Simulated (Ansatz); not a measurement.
# Ti: further runs on the relaxed cell

One table from this session's results is given with a row withheld; the runs are named, their logs left out.

This is Ti in the bcc structure; at room conditions it is hcp.

Method: DFT PBEsol, scalar-relativistic, plane waves, PAW, in Ansatz 0.2.0.

1 further run of the same task is left out (set aside as unsound or not needed).

**Starting point**

It takes space group Im-3m (No. 229, cubic). Conventional cell: a = 3.210 Å, b = 3.210 Å, c = 3.210 Å, α = 90.00°, β = 90.00°, γ = 90.00°. Ti (site symmetry m-3m) is surrounded by 8 Ti at 2.78 Å.

As a file:

```
CELL_PARAMETERS angstrom
-1.60512 1.60512 1.60512
1.60512 -1.60512 1.60512
1.60512 1.60512 -1.60512
ATOMIC_POSITIONS crystal
Ti 0.00000 0.00000 0.00000
```

It is the result of an earlier relaxation at this level (volume 16.54 Å³/atom; gap on the mesh: none (metal)).

Set-up of the first run:

Input file input.yaml:

```yaml
crystal:
  lattice:
    - [-1.6051160629, 1.6051160629, 1.6051160629]
    - [1.6051160629, -1.6051160629, 1.6051160629]
    - [1.6051160629, 1.6051160629, -1.6051160629]
  atoms:
    - { symbol: Ti, position: [0.0, 0.0, 0.0] }
basis:
  ecutwfc: 420
kpoints:
  mp_grid: { grid: [18, 18, 18] }
  band_path:
    path:
      - [[0.0, 0.0, 0.0], [0.5, -0.5, 0.5], [0.0, 0.0, 0.5], [0.0, 0.0, 0.0], [0.25, 0.25, 0.25], [0.5, -0.5, 0.5]]
      - [[0.25, 0.25, 0.25], [0.0, 0.0, 0.5]]
    npoints: 14
hamiltonian:
  xc: pbesol
scf:
  occupations: { method: gaussian, width: 0.1 }
  n_extra_bands: 6
output:
  forces: true
  stress: true
  eigenvalues: true
  populations: true
  dos: { projected: true, de: 0.02, nscf_kmesh: { grid: [27, 27, 27] } }
  bader: true
```

Started as:

```console
$ ansatz run input.yaml --threads 1 --pin off --max-ram 2560MiB --backend cpu --events-out ev --progress --plain --runs-dir out
```

Steps of the session up to this table: Electronic structure at the relaxed geometry; Point at V/V0 = 0.97; Point at V/V0 = 1.03; Point at V/V0 = 0.94; Volume × 1.06.

One of the session's tables, all rows but one given; the rest of the session is left out.

It belongs to the step «Energy against volume». 

```
volume (Å³/atom)  energy above the lowest point (meV/atom)  pressure (GPa)
          15.549                                      22.7            7.72
          16.045                                         ?               ?
          16.542                                       0.0           -0.01
          17.038                                       5.1           -3.20
          17.534                                      19.6           -6.00
```

**Question.** Estimate the row for volume (Å³/atom) = 16.045.

Worked estimate for «energy above the lowest point (meV/atom)». A straight line through the neighbours (15.549, 22.7) and (16.542, 0.0) gives 22.7 + (0.0 − 22.7) × (16.045 − 15.549) / (16.542 − 15.549) = 11.4; a parabola fitted to 3 rows on both sides gives 5.9.

**Answer.** energy above the lowest point (meV/atom): 5.4; pressure (GPa): 3.61. In «energy above the lowest point (meV/atom)» the line misses by +6.0 and the parabola by +0.5.
